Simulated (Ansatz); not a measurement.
## TaC: levels with and without spin–orbit coupling

```
CELL_PARAMETERS angstrom
0.00000 2.22700 2.22700
2.22700 0.00000 2.22700
2.22700 2.22700 0.00000
ATOMIC_POSITIONS crystal
Ta 0.00000 0.00000 0.00000
C 0.50000 0.50000 0.50000
```

Atom numbers follow the list: Ta1, C2.

The cell is COD entry 9008731, as deposited and not checked against the literature; nothing was relaxed.

Spin polarisation is left out, and whether a magnetic state lies lower isn't shown here.

Methods: DFT, PBE, all-electron LAPW, scalar-relativistic (Ansatz 0.2.0); DFT, PBE, all-electron LAPW, Dirac equation with spin-orbit coupling (Ansatz 0.2.0).

Settings: a Γ-centred 16×16×16 k mesh, Fermi–Dirac smearing of 0.05 eV, basis error target 1 meV/atom, no spin polarisation.

Levels between -8 and 0 eV, each run counted from its own valence-band top where it has a gap, else its Fermi level. Scalar levels are listed once for both spins; with the coupling every spinor state is counted. Levels near the edges of the range can cross them.

**Question.** At Γ (0.000, 0.000, 0.000) the scalar-relativistic levels are -1.32 (×3), -0.47 (×3). What are they with spin–orbit coupling?

**Answer.** -1.46 (×4), -1.08 (×2), -0.63 (×2), -0.41 (×4).

**Question.** At W (0.500, 0.250, 0.750) the scalar-relativistic levels are -5.27, -4.98 (×2). What are they with spin–orbit coupling?

**Answer.** -5.29 (×2), -5.28 (×2), -4.71 (×2).

**Question.** At K (0.375, 0.375, 0.750) the scalar-relativistic levels are -5.89, -4.88, -3.82, -0.60. What are they with spin–orbit coupling?

**Answer.** -5.95 (×2), -4.90 (×2), -3.79 (×2), -0.59 (×2).
